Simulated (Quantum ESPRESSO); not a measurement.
**ScAl3: Wannier functions under several settings**

```
CELL_PARAMETERS angstrom
4.08781 0.00000 0.00000
0.00000 4.08781 0.00000
0.00000 0.00000 4.08781
ATOMIC_POSITIONS crystal
Sc 0.00000 0.00000 0.00000
Al 0.50000 0.50000 0.00000
Al 0.00000 0.50000 0.50000
Al 0.50000 0.00000 0.50000
```

The cell is a database's computed one.

All runs used Quantum ESPRESSO 7.5; potentials GBRV 1.5 LDA; k mesh 6 × 6 × 6; given cell; no spin polarisation; cutoff 612 eV; occupations fermi-dirac, width 0.05 eV.

```csv
level,start,Wannier mesh,spread a function (Å²),RMS miss of the bands (meV)
LDA,atomic projections with disentanglement,4 × 4 × 4,1.72,150
LDA,"atomic projections with disentanglement, not minimised",4 × 4 × 4,?,?
LDA,SCDM with an erfc weight,4 × 4 × 4,3.62,56
```

What stands in the row left open?

Spread a function 6.21 Å²; RMS miss of the bands 119 meV.

Caveats: the Wannier minimisation didn't converge (some runs).
